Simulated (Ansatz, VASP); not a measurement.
Si7C in VASP and in Ansatz

```
Si C
1.0
     5.16153    0.00000    0.00000
     0.00000    5.16153    0.00000
     0.00000    0.00000    5.16153
Si C
7 1
Direct
  0.22415 0.22415 0.22415
  0.00000 0.50000 0.50000
  0.50000 0.50000 0.00000
  0.50000 0.00000 0.50000
  0.77585 0.22415 0.77585
  0.77585 0.77585 0.22415
  0.22415 0.77585 0.77585
  0.00000 0.00000 0.00000
```

Alike in both runs: functional PBEsol; k mesh 4 × 4 × 4; occupations gaussian, width 0.1 eV; no spin polarisation.

Ansatz relaxed the structure, and its values are those at the end. VASP's run is a single point on that final structure, the one shown.

|  | VASP | Ansatz |
| --- | --- | --- |
| version | VASP 6.6.1 | Ansatz 0.2.0 |
| potentials or method | VASP PAW PBE potentials, release 64 (Si, C) | scalar-relativistic, plane waves, PAW |
| plane-wave cutoff (eV) | 520 | 420 |
| valence electrons in the cell | 32 | 32 |

|  | VASP | Ansatz | Ansatz less VASP |
| --- | --- | --- | --- |
| gap on the k mesh at the Fermi level (eV) | none | none | - |
| pressure (GPa) | 0.1 | -0.1 | -0.15 |
| rms of the force components (eV/Å) | 0.019 | 0.020 | +0.0011 |

A gap of «none» marks a metal or a gap that the smearing closes. With one functional, cell and mesh, what is left measures potentials, basis and numerics.

Caveats: the PAW data sets were made with another functional, which shifts forces and pressure a little (VASP).
